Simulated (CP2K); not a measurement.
Crystal: BN.

```xyz
4
Lattice="2.4982 0.0000 0.0000 -1.2491 2.1635 0.0000 0.0000 0.0000 6.6357" Properties=species:S:1:pos:R:3 pbc="T T T"
N     1.2491    0.7212    1.6589
N     0.0000    1.4424    4.9768
B     1.2491    0.7212    4.9768
B     0.0000    1.4424    1.6589
```

Program: CP2K 2026.2. Alike in all runs: task band structure; no spin polarisation; cell as given; k mesh 12 × 12 × 4.

Problem. Order these runs on this cell by their band gap on the k mesh, lowest first.
A. level r2SCAN; potentials or basis POTENTIAL_UZH N GTH-SCAN-q5, B GTH-SCAN-q3; TZVP-MOLOPT-SCAN-GTH basis; smearing fermi-dirac 0.01 eV; EPS_DEFAULT 1.0E-10; points a segment of the path (NPOINTS) 10; MPI ranks 4
B. level optB88-vdW; potentials or basis POTENTIAL_UZH N GTH-PBE-q5, B GTH-PBE-q3; TZVP-MOLOPT-PBE-GTH basis; smearing fermi-dirac 0.05 eV; EPS_DEFAULT 1.0E-9; points a segment of the path (NPOINTS) 8; cutoff of the non-local correlation (Ry) 300
C. level PBEsol; potentials or basis POTENTIAL_UZH N GTH-PBE-q5, B GTH-PBE-q3; TZVP-MOLOPT-PBE-GTH basis; smearing fermi-dirac 0.05 eV; EPS_DEFAULT 1.0E-9; points a segment of the path (NPOINTS) 8

Solution. C (4.17 eV), B (4.36 eV), A (4.88 eV).

Caveats: the basis of atomic orbitals isn't converged, which shifts pressures, moduli and gaps.

A k mesh can miss the band edges.

Not every run made on this cell is shown here.
